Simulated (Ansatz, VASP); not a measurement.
Hg: VASP beside Ansatz

The input INCAR:

```
SYSTEM = Hg
PREC = Accurate
ENCUT = 520
EDIFF = 1E-6
ISMEAR = -1
SIGMA = 0.1
LREAL = .FALSE.
LASPH = .TRUE.
NELM = 100
ALGO = Normal
ISIF = 2
LWAVE = .FALSE.
LCHARG = .FALSE.
NBANDS = 12
```

Contents of KPOINTS:

```
Automatic mesh
0
G
  9 9 9
  0 0 0
```

POSCAR

```
Hg
1.0
    1.7463233735      1.0082402698      2.1478810803
   -1.7463233735      1.0082402698      2.1478810803
    0.0000000000     -2.0164805396      2.1478810803
Hg
1
Direct
    0.0000000000      1.0000000000      0.0000000000
```

Input for Ansatz:

```yaml
crystal:
  lattice:
    - [1.7463233735, 1.0082402698, 2.1478810803]
    - [-1.7463233735, 1.0082402698, 2.1478810803]
    - [0.0, -2.0164805396, 2.1478810803]
  atoms:
    - { symbol: Hg, position: [0.0, 1.0, 0.0] }
hamiltonian:
  xc: lda
  pseudopotentials:
    kind: paw
    azcp:
      Hg: "pseudopotentials/Hg.paw.azcp"
basis:
  ecutwfc: 420
  fft_grid_basis: typed
kpoints:
  mp_grid: { grid: [9, 9, 9], shift: [0, 0, 0] }
magnetization:
  spin_polarized: false
scf:
  occupations: { method: fermi_dirac, width: 0.1 }
  lower_state_search: "off"
output:
  stress: true
```

Alike in both runs: task single point; functional LDA; k mesh 9 × 9 × 9; occupations fermi-dirac, width 0.1 eV; no spin polarisation.

```csv
,VASP,Ansatz
version,VASP 6.6.1,Ansatz 0.2.0
potentials or method,"VASP PAW LDA potentials, release 64 (Hg)","plane waves (420 eV) with PAW, scalar-relativistic"
plane-wave cutoff (eV),520,420
valence electrons in the cell,12,20
```

|  | VASP | Ansatz | Ansatz less VASP |
| --- | --- | --- | --- |
| pressure (GPa) | 0.7 | 0.0 | -0.74 |
| largest component of the traceless stress (GPa) | 1.00 | 0.64 | -0.366 |

The two sets of potentials don't hold the same shells in valence. Ansatz warned: «pseudo_functional_mismatch».

Spin-orbit coupling is left out, which matters for the levels of Hg.
